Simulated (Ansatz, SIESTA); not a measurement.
**Sb: programs and potentials compared**

```
Sb
1.0
     3.12240    0.00000    0.00000
     0.00000    4.34752    0.00000
    -0.03891    0.00000    4.40585
Sb
2
Direct
  0.01139 0.25000 0.24117
  0.98861 0.75000 0.75883
```

This isn't the form of Sb at room conditions, which is rhombohedral.

Alike in all runs: task band structure; functional LDA; k mesh 9 × 6 × 6; occupations fermi-dirac, width 0.05 eV; no spin polarisation; no spin-orbit coupling. LDA stands for any of its common fits. Pressure is positive in compression and, in plane waves, holds the error of the finite cutoff, which Ansatz's Pulay term estimates and takes out.

| program and potentials | plane-wave cutoff (eV) | notes | pressure (GPa) |
| --- | --- | --- | --- |
| Ansatz, Ansatz PAW | 420 | potentials made for PBE, which Ansatz adapts in part; Pulay term of +0.04 GPa included | -3.33 |
| SIESTA, files PseudoDojo sr-lda-0.4.1-standard, DZP (energy shift 0.003 Ry; two zetas on semicore shells) | - | atomic basis | -2.36 |
| Ansatz, all-electron LAPW, scalar-relativistic | - | - | -3.30 |

Force on atom 1 (Sb), eV/Å:

| program and potentials | x | y | z |
| --- | --- | --- | --- |
| Ansatz, Ansatz PAW | -0.036 | 0.000 | 0.010 |
| SIESTA, files PseudoDojo sr-lda-0.4.1-standard, DZP (energy shift 0.003 Ry; two zetas on semicore shells) | -0.032 | 0.000 | 0.072 |
| Ansatz, all-electron LAPW, scalar-relativistic | -0.036 | 0.000 | 0.011 |

The pressure spans -3.33 (Ansatz, Ansatz PAW) to -2.36 GPa (SIESTA, files PseudoDojo sr-lda-0.4.1-standard, DZP (energy shift 0.003 Ry; two zetas on semicore shells)), with all-electron results at -3.30. Rows in atomic bases carry the error of their basis and grid, which can be large.

Differences between rows come from potentials, basis sets and numerical settings, since the functional is the same but for its coding. Runs on potential files found faulty are left out.
